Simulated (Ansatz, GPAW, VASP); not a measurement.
## Bi: 4 runs at one level of theory

```
Bi
1.0
    -1.98143    1.98143    1.98143
     1.98143   -1.98143    1.98143
     1.98143    1.98143   -1.98143
Bi
1
Direct
  0.00000 0.00000 0.00000
```

This isn't the form of Bi at room conditions, which is rhombohedral.

Alike in all runs: task band structure; functional LDA; k mesh 9 × 9 × 9; occupations fermi-dirac, width 0.05 eV; no spin polarisation; no spin-orbit coupling. LDA stands for any of its common fits. Pressure is positive in compression and, in plane waves, holds the error of the finite cutoff, which Ansatz's Pulay term estimates and takes out.

```
                                                    program and potentials  plane-wave cutoff (eV)                                                                                   notes  pressure (GPa)
                                                        Ansatz, Ansatz PAW                     420  potentials made for PBE, which Ansatz adapts in part; Pulay term of +0.03 GPa included           -3.31
                            Ansatz, all-electron LAPW, scalar-relativistic                       -                                                                                       -           -3.28
GPAW, the program's PAW data sets (release 1.2.1) made for this functional                     600                                                                                       -           -3.43
                                          VASP, LDA PAW files Bi_d, 520 eV                     520                                                                                       -           -3.24
```

The pressure spans -3.43 (GPAW, the program's PAW data sets (release 1.2.1) made for this functional) to -3.24 GPa (VASP, LDA PAW files Bi_d, 520 eV), with all-electron results at -3.28.

Differences between rows come from potentials, basis sets and numerical settings, since the functional is the same but for its coding. Runs on potential files found faulty are left out.
